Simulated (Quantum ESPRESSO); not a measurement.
The system is FeSi2 (Linzhiite).

```
Fe Si
1.0
     2.68400    0.00000    0.00000
     0.00000    2.68400    0.00000
     0.00000    0.00000    5.12800
Fe Si
1 2
Direct
  0.00000 0.00000 0.00000
  0.50000 0.50000 0.73000
  0.50000 0.50000 0.27000
```

Base run:

- Program: Quantum ESPRESSO 7.5
- Functional: PBEsol
- Potentials or basis: GBRV 1.5 PBEsol
- Cutoff: 762 eV
- Density cutoff: 6095 eV
- k mesh: 8 × 8 × 4
- Occupations: fermi-dirac, width 0.05 eV
- Spin: collinear spin, ferromagnetic start
- Starting moments: [3.0, 0.0, 0.0] μB
- Hubbard terms: Fe d U = 4 eV

Its results: band gap on the k mesh none (metal or under the smearing width); pressure 9.4 GPa; net moment 1.57 μB per cell; site moments Fe +1.73; Si -0.06 μB; largest force 0.793 eV/Å.

The run is repeated on the same cell with these changes: hubbard terms from Fe d U = 4 eV to Fe d U = 8 eV. What comes out?

Band gap on the k mesh none (metal or under the smearing width); pressure 27.7 GPa; net moment 2.23 μB per cell; site moments Fe +2.38; Si -0.06 μB; largest force 2.031 eV/Å.

Caveats: the U is typed as a test and isn't derived for this compound; forces of over 1 eV/Å show positions far from the minimum, so gaps and moduli don't describe the material at rest (some runs).
